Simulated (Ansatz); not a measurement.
Write the native input for Ansatz 0.2.0 that does the following.

* Task: band structure
* Functional: LDA
* Potentials or basis: Ansatz PAW
* Cutoff: 420 eV (not typed: the program's choice for these potentials)
* k mesh: 7 × 7 × 5
* Occupations: fermi-dirac, width 0.05 eV
* Spin: collinear spin, ferromagnetic start
* Starting moments: [0.0, 0.0, 4.0, 4.0] μB
* Hubbard terms: Mn d U = 4 eV
* Path: [["G", "M", "K", "G", "A", "L", "H", "A"], ["L", "M"], ["K", "H"]]
* Points for each segment of the path: 14
* Hubbard projectors: ortho-atomic (the default)
* Double counting: fll (the default)

The system is MnSb.

```
Sb Mn
1.0
     4.15000    0.00000    0.00000
    -2.07500    3.59401    0.00000
     0.00000    0.00000    5.78000
Sb Mn
2 2
Cartesian
  2.0750 1.1980 4.3350
  0.0000 2.3960 1.4450
  0.0000 0.0000 2.8900
  0.0000 0.0000 0.0000
```

One way to write it, as run:

input.yaml

```yaml
crystal:
  lattice:
    - [4.15, 0.0, 0.0]
    - [-2.075, 3.5940054257, 0.0]
    - [0.0, 0.0, 5.78]
  atoms:
    - { symbol: Sb, position: [0.6666666667, 0.3333333333, 0.75] }
    - { symbol: Sb, position: [0.3333333333, 0.6666666667, 0.25] }
    - { symbol: Mn, position: [0.0, 0.0, 0.5], spin: 4.0 }
    - { symbol: Mn, position: [0.0, 0.0, 0.0], spin: 4.0 }
hamiltonian:
  xc: lda
  pseudopotentials: { kind: paw }
  hubbard: { sites: [{ species: Mn, l: d, u_eff: 4.0 }] }
magnetization:
  spin_polarized: true
kpoints:
  mp_grid: { grid: [7, 7, 5] }
  band_path:
    path:
      - [[0.0, 0.0, 0.0], [0.5, 0.0, 0.0], [0.3333333333, 0.3333333333, 0.0], [0.0, 0.0, 0.0], [0.0, 0.0, 0.5], [0.5, 0.0, 0.5], [0.3333333333, 0.3333333333, 0.5], [0.0, 0.0, 0.5]]
      - [[0.5, 0.0, 0.5], [0.5, 0.0, 0.0]]
      - [[0.3333333333, 0.3333333333, 0.0], [0.3333333333, 0.3333333333, 0.5]]
    npoints: 14
scf:
  occupations: { method: fermi_dirac, width: 0.05 }
  n_extra_bands: 10
output:
  forces: true
  stress: true
  eigenvalues: true
  fatbands: true
  write_density: true
  write_potential: true
  elf: true
  volumetric_format: npy
```

Potentials or basis: Ansatz PAW.

Run with:

```sh
$ ansatz run input.yaml --threads 2 --pin off --max-ram 5632MiB --backend cpu --events-out ev --progress --plain --runs-dir out
```

Results of the run:

```
Pressure               : 1.4 GPa
Band gap on the k mesh : none (metal or under the smearing width)
Net moment             : 8.09 μB per cell
Absolute moment        : 9.13 μB per cell
Site moments           : Sb -0.17; Mn +4.14 μB
```

Caveat: the magnetic or orbital state may not be the lowest; spin-orbit coupling is left out, which moves the levels of the heavy elements; only a ferromagnetic start was run, and an antiferromagnetic order may lie lower in energy; the PAW data sets come from PBE, with cores solved anew for the run's functional, which leaves a small shift of forces and pressure; the U is typed as a test and isn't derived for this compound.

Run time: 20 s on 2 threads of Arm Neoverse V2, with other jobs on the host, peak memory 0.76 GiB.
